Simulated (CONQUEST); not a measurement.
CdS under changes of volume

One of the cells (20.871 Å³/atom); the others are scaled copies at fixed shape and fractional positions:

```
Cd S
1.0
     3.89368    0.00000    0.00000
     0.00000    3.89368    0.00000
     0.00000    0.00000    5.50649
Cd S
2 2
Direct
  0.00000 0.00000 0.00000
  0.50000 0.50000 0.50000
  0.00000 0.00000 0.50000
  0.50000 0.50000 0.00000
```

Measurements of this composition are mostly on another form, of space group No. 186.

| Property | Result |
| --- | --- |
| Program | CONQUEST 1.3 |
| Functional | PBE |
| Potentials or basis | PseudoDojo NC PBE, DZP, grid of 40 × 40 × 60 points |
| k mesh | 7 × 7 × 5 |
| Occupations | fermi-dirac, width 0.05 eV |
| Spin | no spin polarisation |

```tsv
volume (Å³/atom)	energy over the lowest point (meV/atom)	pressure (GPa)	gap on the mesh (eV)
19.618	?	?	?
20.036	10.62	3.5	0.24
20.453	3.50	2.1	0.24
20.871	0.00	0.6	0.24
21.288	0.39	-1.0	0.23
21.705	4.94	-2.3	0.23
22.123	12.42	-3.2	0.22
```

Problem. What does the run at 19.618 Å³/atom give?

Solution. Energy over the lowest point 22.31 meV/atom; pressure 5.7 GPa; gap on the mesh 0.24 eV.

Worked out: A Birch-Murnaghan fit of order 3 (a polynomial in V^(-2/3)) to the other rows has its minimum at 21.02 Å³/atom with B0 = V·E''(V) = 73 GPa (rough, since the energies scatter). It gives 22.05 meV/atom at 19.618 Å³/atom, against the run's 22.31, and -dE/dV = 5.2 GPa, against 5.7. A straight line through the other rows of the gap, of slope -0.201 eV per unit of ln V, extrapolates to 0.25 eV, against the run's 0.24.

Energies are extrapolated to zero smearing.

Caveats: an odd mesh through Γ misses points on the zone boundary, where band edges often lie; the basis of atomic orbitals isn't converged, which shifts pressures, moduli and gaps; the real-space grid breaks the cell's symmetry a little (some runs). Spin-orbit coupling on Cd is left out.
